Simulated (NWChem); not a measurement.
# HF/6-31G(d) (spherical functions) run of C2H6O2 (ethylene glycol)

What is the vertical ionisation energy of C2H6O2 (ethylene glycol) at HF/6-31G* (spherical functions)? 

Program for the calculation: NWChem 7.3.0.

### 1 Starting point

C2H6O2: 10 atoms, total charge 0, spin state singlet. SMILES: `OCCO`. The shape is that of a PBE0-D4/def2-TZVP optimisation. This is a higher conformer, about 11 kJ/mol above the lowest found by a separate search.

Bond lengths: O1–C2 1.411 Å, C2–C3 1.514 Å, C3–O4 1.410 Å, O1–H5 0.959 Å, C2–H6 1.098 Å, C2–H7 1.101 Å, C3–H8 1.098 Å, C3–H9 1.092 Å, O4–H10 0.960 Å. Some angles: O1–C2–C3 107.6°, C2–C3–O4 111.8°, O1–C2–H6 112.0°, O1–C2–H7 111.2°, C3–C2–H6 109.0°, C3–C2–H7 109.3°, C2–O1–H5 108.9°, C2–C3–H8 109.3°, C2–C3–H9 109.4°, O4–C3–H8 112.0°.

### 2 The energy at HF/6-31G(d) (spherical functions)

m1.nw

```
echo
start m1
title "C2H6O2"
memory stack 880 mb heap 220 mb global 1100 mb

geometry units angstroms noautosym nocenter noautoz
 O       -1.732000       0.054800      -0.233100
 C       -0.380800       0.456800      -0.281400
 C        0.425300      -0.548600       0.513500
 O        1.797400      -0.224600       0.528400
 H       -2.268700       0.718300      -0.670600
 H       -0.233000       1.454800       0.151200
 H       -0.009800       0.482600      -1.318200
 H        0.244000      -1.555600       0.116200
 H        0.091100      -0.540900       1.552900
 H        2.149700      -0.348800      -0.356200
end

basis spherical bse
 O library 6-31G*
 C library 6-31G*
 H library 6-31G*
end

scf
 thresh 1e-08
 maxiter 80
 noprint "final vectors analysis"
end

task scf energy
```

Run with:

```
nwchem m1.nw > m1.out
```

What it wrote:

```text
[...]
  functions       =    68
[...]
  wavefunction    = RHF
[...]
         Total SCF energy =   -228.918725982670
      One-electron energy =   -572.544075695479
      Two-electron energy =    212.911670807862
 Nuclear repulsion energy =    130.713678904946
        Time for solution =      4.8s
[...]
```

Run time: 5.7 s. Hardware: 1 thread of Intel Xeon 6975P-C (Granite Rapids), shared host; peak memory 0.097 GiB.

### 3 The doublet cation, same level

mymol.nw

```
start mymol
title "C2H6O2"
memory 2200 mb
charge 1

geometry units angstrom noautosym nocenter noautoz
  O       -1.732000       0.054800      -0.233100
  C       -0.380800       0.456800      -0.281400
  C        0.425300      -0.548600       0.513500
  O        1.797400      -0.224600       0.528400
  H       -2.268700       0.718300      -0.670600
  H       -0.233000       1.454800       0.151200
  H       -0.009800       0.482600      -1.318200
  H        0.244000      -1.555600       0.116200
  H        0.091100      -0.540900       1.552900
  H        2.149700      -0.348800      -0.356200
end

basis spherical bse
  * library 6-31G*
end

scf
  doublet
  uhf
  thresh 1e-08
  maxiter 80
  print low
end

task scf
```

Run with:

```
nwchem mymol.nw > mymol.out
```

What it wrote:

```text
[...]
  functions       =    68
[...]
  wavefunction    = UHF
[...]
         Total SCF energy =   -228.560820039957
      One electron energy =   -563.137943889513
      Two electron energy =    203.863444944609
 Nuclear repulsion energy =    130.713678904946
                       Sz =      0.5000
                 Sz(Sz+1) =      0.7500
                      S^2 =      0.7609
[...]
```

It took 19 s on 1 thread of Intel Xeon 6975P-C (Granite Rapids), shared host; peak memory 0.094 GiB.

### 4 What came out

At HF/6-31G* (spherical functions):

```
                                          quantity          value
                      singlet C2H6O2: total energy  -228.91873 Eh
                     singlet C2H6O2: dipole moment         2.47 D
                      doublet cation: total energy  -228.56082 Eh
                              doublet cation: ⟨S²⟩          0.761
vertical ionisation energy (to the doublet cation)       9.739 eV
```

In words: Removing an electron at fixed nuclei costs 9.74 eV (940 kJ/mol). Mulliken charges (singlet C2H6O2) run from -0.78 on O1 to +0.46 on H5.
